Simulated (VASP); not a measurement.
# HC60N3 (a cell with a defect) in VASP: settings compared

One crystal, HC60N3 (a cell with a defect), is run at these levels: PBE, LDA, r2SCAN; tasks: single point.

All numbers are computed with VASP 6.6.1; they aren't measurements. Logs are shortened: lines on timing, memory, paths and dates and some standing lists are left out, and cuts for length are marked.

### Step 1. The structure

The cell holds a defect, 64 atoms: a = 7.140 Å, b = 7.140 Å, c = 7.140 Å, α = 90.00°, β = 90.00°, γ = 90.00°.

The cell was built by a generator and needn't be a form met in nature.

### Step 2. Single point, PBE

Input file INCAR:

```
SYSTEM = HC60N3
PREC = Accurate ; ENCUT = 520
EDIFF = 1E-6 ; ISMEAR = 0
SIGMA = 0.03 ; LREAL = .False.
LASPH = .True. ; NELM = 60
ALGO = Normal ; ISIF = 2
LWAVE = .False. ; LCHARG = .True.
GGA = PE ; LELF = .True.
LVHAR = .True.
```

Input file KPOINTS:

```
regular mesh
0
Gamma
  2 2 2
  0 0 0
```

Input file POSCAR:

```
HC60N3
1.0
    7.1400000000      0.0000000000      0.0000000000
    0.0000000000      7.1400000000      0.0000000000
    0.0000000000      0.0000000000      7.1400000000
H C N
1 60 3
Direct
    0.5447440000      0.5447440000      0.5447440000
    0.6286785400      0.6286785400      0.6286785400
    0.5014860000      0.7507060000      0.7507060000
    0.7507060000      0.5014860000      0.7507060000
    0.7507060000      0.7507060000      0.5014860000
    0.4950870000      0.2505090000      0.7494590000
    0.4950870000      0.7494590000      0.2505090000
    0.2505090000      0.4950870000      0.7494590000
    0.7494590000      0.4950870000      0.2505090000
    0.2505090000      0.7494590000      0.4950870000
    0.7494590000      0.2505090000      0.4950870000
    0.6235760000      0.3759650000      0.8734240000
    0.6235760000      0.8734240000      0.3759650000
    0.3759650000      0.6235760000      0.8734240000
    0.8734240000      0.6235760000      0.3759650000
    0.3759650000      0.8734240000      0.6235760000
    0.8734240000      0.3759650000      0.6235760000
    0.5050870000      0.2510410000      0.2510410000
    0.2510410000      0.5050870000      0.2510410000
    0.2510410000      0.2510410000      0.5050870000
    0.1273950000      0.6227350000      0.6227350000
    0.6227350000      0.1273950000      0.6227350000
    0.6227350000      0.6227350000      0.1273950000
    0.9999620000      0.4999560000      0.4999560000
    0.4999560000      0.9999620000      0.4999560000
    0.4999560000      0.4999560000      0.9999620000
    0.1278200000      0.3773090000      0.3773090000
    0.3773090000      0.1278200000      0.3773090000
    0.3773090000      0.3773090000      0.1278200000
    0.6239330000      0.8758650000      0.8758650000
    0.8758650000      0.6239330000      0.8758650000
    0.8758650000      0.8758650000      0.6239330000
    0.0011195000      0.7494200000      0.7494200000
    0.7494200000      0.0011195000      0.7494200000
    0.7494200000      0.7494200000      0.0011195000
    0.1237350000      0.3750450000      0.8761320000
    0.1237350000      0.8761320000      0.3750450000
    0.3750450000      0.1237350000      0.8761320000
    0.8761320000      0.1237350000      0.3750450000
    0.3750450000      0.8761320000      0.1237350000
    0.8761320000      0.3750450000      0.1237350000
    0.9987500000      0.2495250000      0.7493430000
    0.9987500000      0.7493430000      0.2495250000
    0.2495250000      0.9987500000      0.7493430000
    0.7493430000      0.9987500000      0.2495250000
    0.2495250000      0.7493430000      0.9987500000
    0.7493430000      0.2495250000      0.9987500000
    0.1237820000      0.1237820000      0.6246850000
    0.1237820000      0.6246850000      0.1237820000
    0.6246850000      0.1237820000      0.1237820000
    0.0017403000      0.2503660000      0.2503660000
    0.2503660000      0.0017403000      0.2503660000
    0.2503660000      0.2503660000      0.0017403000
    0.1249420000      0.8743930000      0.8743930000
    0.8743930000      0.1249420000      0.8743930000
    0.8743930000      0.8743930000      0.1249420000
    0.9999680000      0.9999680000      0.4998950000
    0.9999680000      0.4998950000      0.9999680000
    0.4998950000      0.9999680000      0.9999680000
    0.1254050000      0.1254050000      0.1254050000
    0.9997840000      0.9997840000      0.9997840000
    0.6351560000      0.3648080000      0.3648080000
    0.3648080000      0.6351560000      0.3648080000
    0.3648080000      0.3648080000      0.6351560000
```

Potentials or basis: VASP PAW PBE potentials, release 64 (H, C, N).

On the command line:

```console
$ cat potpaw_PBE.64/H/POTCAR potpaw_PBE.64/C/POTCAR potpaw_PBE.64/N/POTCAR > POTCAR
$ mpirun -np 1 vasp_std > vasp.out
```

OUTCAR:

```text
SYSTEM = HC60N3
   PREC = Accurate
   ENCUT = 520
   EDIFF = 1E-6
   ISMEAR = 0
   LREAL = .False.
   LASPH = .True.
   NELM = 60
   ISIF = 2
   GGA = PE

 ion  position               nearest neighbor table
   1  0.545  0.545  0.545-   2 1.04
   2  0.629  0.629  0.629-   1 1.04   3 1.53   4 1.53   5 1.53
   3  0.501  0.751  0.751-   2 1.53  30 1.54  16 1.55  14 1.55
   4  0.751  0.501  0.751-   2 1.53  31 1.54  17 1.55  12 1.55
   5  0.751  0.751  0.501-   2 1.53  32 1.54  15 1.55  13 1.55
   6  0.495  0.251  0.749-  64 1.48  38 1.54  22 1.56  12 1.56
   7  0.495  0.749  0.251-  63 1.48  40 1.54  23 1.56  13 1.56
[... 52 lines left out ...]
  60  0.125  0.125  0.125-  51 1.54  52 1.54  53 1.54  61 1.55
  61  1.000  1.000  1.000-  54 1.55  55 1.55  56 1.55  60 1.55
  62  0.635  0.365  0.365-  18 1.48  11 1.48   9 1.48
  63  0.365  0.635  0.365-  19 1.48  10 1.48   7 1.48
  64  0.365  0.365  0.635-  20 1.48   8 1.48   6 1.48

  LATTYP: Found a simple cubic cell.
 ALAT       =     7.1400000000

  Lattice vectors:

 A1 = (   7.1400000000,   0.0000000000,   0.0000000000)
 A2 = (   0.0000000000,   7.1400000000,   0.0000000000)
 A3 = (   0.0000000000,   0.0000000000,   7.1400000000)

Analysis of symmetry for initial positions (statically):
=====================================================================
 Subroutine PRICEL returns:
 Original cell was already a primitive cell.

 Routine SETGRP: Setting up the symmetry group for a
 simple cubic supercell.

 Subroutine GETGRP returns: Found  6 space group operations
 (whereof  6 operations were pure point group operations)
 out of a pool of 48 trial point group operations.

The static configuration has the point symmetry C_3v.

Analysis of symmetry for dynamics (positions and initial velocities):
=====================================================================
 Subroutine PRICEL returns:
 Original cell was already a primitive cell.

 Routine SETGRP: Setting up the symmetry group for a
 simple cubic supercell.

 Subroutine GETGRP returns: Found  6 space group operations
 (whereof  6 operations were pure point group operations)
 out of a pool of 48 trial point group operations.

The dynamic configuration has the point symmetry C_3v.

 Subroutine INISYM returns: Found  6 space group operations
 (whereof  6 operations are pure point group operations),
 and found     1 'primitive' translations

----------------------------------------------------------------------------------------

                                     Primitive cell

  volume of cell :     363.9943

  direct lattice vectors                    reciprocal lattice vectors
     7.140000000  0.000000000  0.000000000     0.140056022  0.000000000  0.000000000
     0.000000000  7.140000000  0.000000000     0.000000000  0.140056022  0.000000000
     0.000000000  0.000000000  7.140000000     0.000000000  0.000000000  0.140056022

  length of vectors
     7.140000000  7.140000000  7.140000000     0.140056022  0.140056022  0.140056022

  position of ions in fractional coordinates (direct lattice)
     0.544744000  0.544744000  0.544744000
     0.628678540  0.628678540  0.628678540
     0.501486000  0.750706000  0.750706000
     0.750706000  0.501486000  0.750706000
     0.750706000  0.750706000  0.501486000
     0.495087000  0.250509000  0.749459000
[... 56 lines left out ...]
     0.364808000  0.635156000  0.364808000
     0.364808000  0.364808000  0.635156000

  ion indices of the primitive-cell ions
   primitive index   ion index
                 1           1
                 2           2
                 3           3
                 4           4
                 5           5
                 6           6
[... 56 lines left out ...]
                63          63
                64          64

----------------------------------------------------------------------------------------

 KPOINTS: regular mesh

Automatic generation of k-mesh.
 Grid dimensions read from file:
 generate k-points for:    2    2    2

 Generating k-lattice:

  Cartesian coordinates                     Fractional coordinates (reciprocal lattice)
     0.070028011  0.000000000  0.000000000     0.500000000  0.000000000  0.000000000
     0.000000000  0.070028011  0.000000000     0.000000000  0.500000000  0.000000000
     0.000000000  0.000000000  0.070028011     0.000000000  0.000000000  0.500000000

  Length of vectors
     0.070028011  0.070028011  0.070028011

  Shift w.r.t. Gamma in fractional coordinates (k-lattice)
     0.000000000  0.000000000  0.000000000

 Subroutine IBZKPT returns following result:
 ===========================================

 Found      4 irreducible k-points:

 Following reciprocal coordinates:
            Coordinates               Weight
  0.000000  0.000000  0.000000      1.000000
  0.500000  0.000000  0.000000      3.000000
  0.500000  0.500000  0.000000      3.000000
  0.500000  0.500000  0.500000      1.000000
   k-points           NKPTS =      4   k-points in BZ     NKDIM =      4   number of bands    NBANDS=    161
   number of dos      NEDOS =    301   number of ions     NIONS =     64
   total plane-waves  NPLWV = 157464
   dimension x,y,z NGX =    54 NGY =   54 NGZ =   54
   dimension x,y,z NGXF=   108 NGYF=  108 NGZF=  108
   ions per type =               1  60   3
   NGX,Y,Z   is equivalent  to a cutoff of  12.57, 12.57, 12.57 a.u.
   NGXF,Y,Z  is equivalent  to a cutoff of  25.15, 25.15, 25.15 a.u.
 SYSTEM =  HC60N3
   PREC   = accura    normal or accurate (medium, high low for compatibility)
   ISTART =      0    job   : 0-new  1-cont  2-samecut
   ICHARG =      2    charge: 1-file 2-atom 10-const
   ISPIN  =      1    spin polarized calculation?
   LNONCOLLINEAR =      F non collinear calculations
   LSORBIT =      F    spin-orbit coupling
   LASPH  =      T    aspherical Exc in radial PAW
   ENCUT  =  520.0 eV  38.22 Ry    6.18 a.u.  13.28 13.28 13.28*2*pi/ulx,y,z
   NELM   =     60;   NELMIN=  2; NELMDL= -5     # of ELM steps
   EDIFF  = 0.1E-05   stopping-criterion for ELM
   LREAL  =      F    real-space projection
   EDIFFG = 0.1E-04   stopping-criterion for IOM
   NSW    =      0    number of steps for IOM
   IBRION =     -1    ionic relax: 0-MD 1-quasi-New 2-CG
   NFREE  =      0    steps in history (QN), initial steepest desc. (CG)
   ISIF   =      2    stress and relaxation
   ISYM   =      2    0-nonsym 1-usesym 2-fastsym
   POTIM  = 0.5000    time-step for ionic-motion
   TEBEG  =    0.0;   TEEND  =   0.0 temperature during run
   PSTRESS=    0.0 pullay stress
   NELECT =     256.0000    total number of electrons
   NUPDOWN=      -1.0000    fix difference up-down
   EMIN   =  10.00;   EMAX   =-10.00  energy-range for DOS
   EFERMI =   0.00;   METHOD = LEGACY
   ISMEAR =     0;   SIGMA  =   0.03  broadening in eV -4-tet -1-fermi 0-gaus
   EFERMI_NEDOS =   21; number of points for ismear=-14 and -15
   IALGO  =     38    algorithm
   IMIX   =      4    mixing-type and parameters
     AMIX     =   0.40;   BMIX     =  1.00
     AMIX_MAG =   1.60;   BMIX_MAG =  1.00
  volume/ion in A,a.u.               =       5.69        38.38
  Fermi-wavevector in a.u.,A,eV,Ry     =   1.455872  2.751200 28.838420  2.119564
  Thomas-Fermi vector in A             =   2.572856
   LORBIT       =      0    0 simple, 1 ext, 2 COOP (PROOUT), +10 PAW based schemes
   GGA     = PE    functional components
   LHFCALC =     F    Hartree Fock is set to
   AEXX    =    0.0000 exact exchange contribution
   IVDW    =     0    specifies the selected vdW correction
   LEPSILON=     F    determine dielectric tensor
   LRPA    =     F    only Hartree local field effects (RPA)
 non-spin polarized calculation
 Gauss-broadening in eV      SIGMA  =   0.03
  energy-cutoff  :      520.00
  volume of cell :      363.99
 maximum number of plane-waves:      9808
 NGX is ok and might be reduce to    54
   NGX = 27   NGY = 27   NGZ = 27

 number of electron     256.0000001 magnetization

 Free energy of the ion-electron system (eV)
  ---------------------------------------------------
  ext. energy  EPLUGINS =         0.00000000
  ---------------------------------------------------
  free energy    TOTEN  =      -570.47639832 eV

  energy without entropy =     -570.47639832  energy(sigma->0) =     -570.47639832

 E-fermi :   9.9866     XC(G=0): -13.1704

 val. band max:        9.8426129254   @ k =   0.0000   0.0000   0.0000
 cond. band min:      13.5151352785   @ k =   0.5000   0.0000   0.0000
 fundamental gap:      3.6725223531
 Fermi energy:         9.9865823043

 k-point     1 :       0.0000    0.0000    0.0000
  band No.  band energies     occupation
      1     -12.2399      2.00000
      2     -10.5974      2.00000
      3     -10.5974      2.00000
      4     -10.1502      2.00000
      5      -9.7666      2.00000
      6      -9.7666      2.00000
[... 132 lines left out ...]
    139      14.3492      0.00000
    140      14.5672      0.00000

 k-point     2 :       0.5000    0.0000    0.0000
  band No.  band energies     occupation
      1     -11.8150      2.00000
      2     -11.5795      2.00000
      3     -10.4765      2.00000
      4     -10.0169      2.00000
      5      -9.5414      2.00000
      6      -9.2354      2.00000
[... 132 lines left out ...]
    139      16.0069      0.00000
    140      16.0819      0.00000

 k-point     3 :       0.5000    0.5000    0.0000
  band No.  band energies     occupation
      1     -11.4323      2.00000
      2     -11.2789      2.00000
      3     -11.1206      2.00000
      4     -10.7834      2.00000
      5      -9.7993      2.00000
      6      -9.3830      2.00000
[... 132 lines left out ...]
    139      15.8177      0.00000
    140      15.9175      0.00000

 k-point     4 :       0.5000    0.5000    0.5000
  band No.  band energies     occupation
      1     -11.1206      2.00000
      2     -11.0270      2.00000
      3     -11.0270      2.00000
      4     -10.3040      2.00000
      5     -10.2717      2.00000
      6     -10.2717      2.00000
[... 132 lines left out ...]
    139      15.4600      0.00000
    140      15.4660      0.00000
 [bands above 140 left out]

------------------------ aborting loop because EDIFF is reached ----------------------------------------

  FORCE on cell =-STRESS in cart. coord.  units (eV):
  Direction    XX          YY          ZZ          XY          YZ          ZX
  --------------------------------------------------------------------------------------
  -------------------------------------------------------------------------------------
  Total        2.5019331      2.5019331      2.5019331     -1.4082323     -1.4082323     -1.4082323
  in kB       11.0126452     11.0126452     11.0126452     -6.1985519     -6.1985519     -6.1985519
  external PRESSURE =      11.0126452 kB  Pullay stress =       0.0000000 kB

 VOLUME and BASIS-vectors are now :
 -----------------------------------------------------------------------------
  energy-cutoff  :      520.00
  volume of cell :      363.99
      direct lattice vectors                 reciprocal lattice vectors
     7.140000000  0.000000000  0.000000000     0.140056022  0.000000000  0.000000000
     0.000000000  7.140000000  0.000000000     0.000000000  0.140056022  0.000000000
     0.000000000  0.000000000  7.140000000     0.000000000  0.000000000  0.140056022

 POSITION                                       TOTAL-FORCE (eV/Angst)
 -----------------------------------------------------------------------------------
      3.88947      3.88947      3.88947        -0.804856     -0.804856     -0.804856
      4.48876      4.48876      4.48876         1.529940      1.529940      1.529940
      3.58061      5.36004      5.36004        -0.097486     -0.231862     -0.231862
      5.36004      3.58061      5.36004        -0.231862     -0.097486     -0.231862
      5.36004      5.36004      3.58061        -0.231862     -0.231862     -0.097486
      3.53492      1.78863      5.35114        -0.001789     -0.000445      0.002653
[... 56 lines left out ...]
      2.60473      4.53501      2.60473        -0.032563      0.004554     -0.032563
      2.60473      2.60473      4.53501        -0.032563     -0.032563      0.004554
 -----------------------------------------------------------------------------------
    total drift:                                0.000109      0.000109      0.000107

  FREE ENERGIE OF THE ION-ELECTRON SYSTEM (eV)
  ---------------------------------------------------
  free  energy   TOTEN  =      -570.4763983156 eV

  energy  without entropy=     -570.4763983156  energy(sigma->0) =     -570.47639832
```

It took 6.4 min on 1 thread of Intel Xeon Platinum 8488C (Sapphire Rapids), shared host; peak memory 0.47 GiB.

What came out:

```yaml
Free_energy: -570.4764 eV
Pressure: 1.1 GPa
Largest_force: 2.650 eV/Å
Band_gap_on_the_k_mesh: 3.67 eV, indirect (least direct gap 3.74 eV)
```

Forces in eV/Å, atoms in the order of the input:
```
H   -0.805 -0.805 -0.805
C    1.530  1.530  1.530
C   -0.097 -0.232 -0.232
C   -0.232 -0.097 -0.232
C   -0.232 -0.232 -0.097
C   -0.002  0.000  0.003
C   -0.002  0.003  0.000
C    0.000 -0.002  0.003
C    0.003 -0.002  0.000
C    0.000  0.003 -0.002
C    0.003  0.000 -0.002
C    0.031 -0.019  0.021
C    0.031  0.021 -0.019
C   -0.019  0.031  0.021
C    0.021  0.031 -0.019
C   -0.019  0.021  0.031
C    0.021 -0.019  0.031
C    0.001 -0.003 -0.003
C   -0.003  0.001 -0.003
C   -0.003 -0.003  0.001
C   -0.001 -0.002 -0.002
C   -0.002 -0.001 -0.002
C   -0.002 -0.002 -0.001
C   -0.001  0.001  0.001
C    0.001 -0.001  0.001
C    0.001  0.001 -0.001
C    0.000 -0.001 -0.001
C   -0.001  0.000 -0.001
C   -0.001 -0.001  0.000
C    0.081 -0.100 -0.100
C   -0.100  0.081 -0.100
C   -0.100 -0.100  0.081
C    0.007  0.008  0.008
C    0.008  0.007  0.008
C    0.008  0.008  0.007
C    0.002 -0.001 -0.003
C    0.002 -0.003 -0.001
C   -0.001  0.002 -0.003
C   -0.003  0.002 -0.001
C   -0.001 -0.003  0.002
C   -0.003 -0.001  0.002
C    0.006 -0.003 -0.009
C    0.006 -0.009 -0.003
C   -0.003  0.006 -0.009
C   -0.009  0.006 -0.003
C   -0.003 -0.009  0.006
C   -0.009 -0.003  0.006
C   -0.006 -0.006  0.013
C   -0.006  0.013 -0.006
C    0.013 -0.006 -0.006
C    0.001 -0.002 -0.002
C   -0.002  0.001 -0.002
C   -0.002 -0.002  0.001
C    0.004 -0.001 -0.001
C   -0.001  0.004 -0.001
C   -0.001 -0.001  0.004
C   -0.013 -0.013 -0.022
C   -0.013 -0.022 -0.013
C   -0.022 -0.013 -0.013
C   -0.004 -0.004 -0.004
C    0.002  0.002  0.002
N    0.005 -0.033 -0.033
N   -0.033  0.005 -0.033
N   -0.033 -0.033  0.005
```

Levels at points of the mesh, in eV from the valence-band top:
```tsv
k point	band 125	band 126	band 127	band 128	band 129	band 130	band 131	band 132
(0.00, 0.00, 0.00)	-1.49	-0.37	0.00	0.00	3.74	3.91	3.91	4.13
(0.50, 0.00, 0.00)	-1.81	-1.11	-0.69	-0.57	3.67	3.81	4.66	5.03
(0.50, 0.50, 0.00)	-1.30	-1.21	-0.50	-0.29	5.01	5.04	5.26	5.49
(0.50, 0.50, 0.50)	-2.04	-0.95	-0.43	-0.43	4.92	4.92	5.12	5.45
```

Caveat: the k mesh is coarse (spacing up to 0.44 Å⁻¹), so the values aren't converged.

(Part 1 of 2 ends here.)
